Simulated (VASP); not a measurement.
Wanted: the native input for a VASP 6.6.1 run.

```yaml
Task: relaxation of cell and atoms
Functional: PBEsol
Potentials_or_basis: VASP PAW PBE potentials, release 64 (Cd, Te)
Cutoff: 600 eV
k_mesh: 8 × 8 × 8
Occupations: gaussian, width 0.02 eV
Spin: no spin polarisation
Dipole_correction: no
Further_INCAR_settings: ALGO = Fast; EDIFF = 1e-06; IBRION = 2; EDIFFG = -0.005; NSW = 100; ISIF = 3
```

The structure of CdTe lies in POSCAR:

```
CdTe
1.0
    0.0000000000      3.2050000000      3.2050000000
    3.2050000000      0.0000000000      3.2050000000
    3.2050000000      3.2050000000      0.0000000000
Cd Te
1 1
Direct
    0.0000000000      0.0000000000      0.0000000000
    0.2500000000      0.2500000000      0.2500000000
```

One way to write it, as run:

INCAR

```
SYSTEM = CdTe
PREC = Accurate
ENCUT = 600
EDIFF = 1E-6
ISMEAR = 0
SIGMA = 0.02
LREAL = .FALSE.
LASPH = .TRUE.
NELM = 80
ALGO = Fast
ISIF = 3
LWAVE = .FALSE.
LCHARG = .FALSE.
GGA = PS
IBRION = 2
NSW = 100
EDIFFG = -0.005
```

KPOINTS

```
regular mesh
0
G
  8 8 8
  0 0 0
```

Potentials or basis: VASP PAW PBE potentials, release 64 (Cd, Te).

The run is started by

```sh
$ cat potpaw_PBE.64/Cd/POTCAR potpaw_PBE.64/Te/POTCAR > POTCAR
$ mpirun -np 1 vasp_std > vasp.out
```

Results of the run:

```
Relaxed volume                         : 34.26 Å³/atom
Relaxed cell                           : a = 4.593 Å, b = 4.593 Å, c = 4.593 Å, α = 60.00°, β = 60.00°, γ = 60.00°
Space group after relaxing (to 0.05 Å) : F-43m (No. 216)
Energy gained by relaxing              : 7.3 meV/atom
Ionic steps                            : 3
Pressure after relaxing                : 0.0 GPa
Band gap on the k mesh                 : 0.64 eV, direct
```

Caveat: the PAW data sets were made with another functional, which shifts forces and pressure a little; spin-orbit coupling is left out, which moves the levels of the heavy elements.

Wall time 36 s on 1 thread of Intel(R) Xeon(R) Platinum 8488C (Sapphire Rapids) (shared host), peak memory 0.22 GiB.
